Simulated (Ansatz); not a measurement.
**HfSiO4: the band gap up the ladder of functionals**

The task here is to estimate one member of a computed series from the others.

Code: Ansatz 0.2.0. PAW datasets, plane waves. Note: simulated data, non-magnetic, for a generated structure that need not be the stable one.

### The structure to begin with

The cell was relaxed beforehand with r2SCAN.

Space group P2_1 (No. 4), monoclinic; conventional cell a = 4.601 Å, b = 5.092 Å, c = 5.295 Å, β = 92.3°, 10.33 Å³ an atom. Near Hf stand 6 O at 1.98–2.24 Å; near Si stand 5 O at 1.64–1.85 Å; near O stand 1 Si at 1.64 Å and 1 Hf at 1.98 Å; near O stand 1 Si at 1.85 Å and 2 Hf at 2.02–2.07 Å; near O stand 2 Si at 1.73–1.82 Å and 1 Hf at 2.24 Å.

Coordinates:

```xyz
12
Lattice="4.5996 0.0000 0.0992 0.0000 5.0918 0.0000 0.1027 0.0000 5.2937" Properties=species:S:1:pos:R:3 pbc="T T T"
Hf    1.0392    1.1303    0.4954
Si    1.4378    3.7926    2.2236
Si    3.2645    1.2467    3.1692
Hf    3.6632    3.6762    4.8975
O    -0.1775    1.6413    1.9705
O     0.3105    4.3229    0.8566
O     2.3613    2.7101    3.3526
O     2.5696    5.3750    4.4404
O     2.3411    5.2560    2.0402
O     2.1327    2.8291    0.9525
O     4.3918    1.7769    4.5363
O     4.8799    4.1872    3.4224
```

The first run:

input.yaml

```yaml
crystal:
  lattice:
    - [4.5996333747, 0.0, 0.0991799474]
    - [0.0, 5.0918150055, 0.0]
    - [0.1027289893, 0.0, 5.2936773285]
  atoms:
    - { symbol: Hf, position: [0.2239247737, 0.2219831542, 0.0893877015] }
    - { symbol: Si, position: [0.3033393262, 0.7448363798, 0.4143713555] }
    - { symbol: Si, position: [0.6966606738, 0.2448363798, 0.5856286445] }
    - { symbol: Hf, position: [0.7760752263, 0.7219831542, 0.9106122985] }
    - { symbol: O, position: [-0.0469234229, 0.3223398915, 0.3731099684] }
    - { symbol: O, position: [0.0639219921, 0.8489808366, 0.160609322] }
    - { symbol: O, position: [0.499428881, 0.5322447639, 0.623966238] }
    - { symbol: O, position: [0.5401526416, 1.0556149738, 0.8286867032] }
    - { symbol: O, position: [0.500571119, 1.0322447639, 0.376033762] }
    - { symbol: O, position: [0.4598473584, 0.5556149738, 0.1713132968] }
    - { symbol: O, position: [0.9360780079, 0.3489808366, 0.839390678] }
    - { symbol: O, position: [1.0469234229, 0.8223398915, 0.6268900316] }
kpoints:
  mp_grid: { grid: [6, 6, 6] }
  band_path:
    path:
      - [0.0, 0.0, 0.0]
      - [1.689062909721e-35, -0.5, -2.523813074054e-18]
      - [1.047538668798e-18, -0.5, 0.5]
      - [1.047538668798e-18, -2.828261983466e-19, 0.5]
      - [0.0, 0.0, 0.0]
      - [0.5, 1.254919712142e-19, 0.5]
      - [0.5, -0.5, 0.5]
      - [1.689062909721e-35, -0.5, -2.523813074054e-18]
      - [0.5, -0.5, 7.996054855277e-17]
      - [0.5, 4.083181695608e-19, 8.142207895288e-17]
      - [0.0, 0.0, 0.0]
    npoints: 10
hamiltonian:
  xc: pbe
scf:
  occupations: { method: fermi_dirac, width: 0.02 }
  n_extra_bands: 7
output:
  forces: true
  stress: true
  eigenvalues: true
```

Among the steps run: PBE bands along the symmetry lines; r2SCAN at the same geometry; HSE06 at the same geometry; PBE+SOC at the same geometry; PBE0.

One of the session's tables, all rows but one given; the rest of the session is left out.

| level | gap (eV) |
| --- | --- |
| PBE | 3.64 |
| r2SCAN | ? |
| HSE06 | 5.30 |
| PBE+SOC | 3.60 |
| PBE0 | 6.07 |

Q: Estimate the row for r2SCAN from the others.

The run gave: gap (eV): 4.17. In the column «gap (eV)» it lies between PBE (3.64) and HSE06 (5.30).

Meshes: PBE 6×6×6, r2SCAN 6×6×6, HSE06 4×4×4, PBE+SOC 6×6×6, PBE0 4×4×4

What this shows: The gap runs from 3.60 eV (PBE+SOC) to 6.07 eV (PBE0). Against HSE06, PBE is short by 1.66 eV, at 69 % of it, and r2SCAN 79 %. PBE0 lies 0.77 eV above HSE06, which differs from it by screening the long-range exchange.

To keep in mind: Warnings in the runs' records: stress scf threshold loose, stress exchange threshold loose.
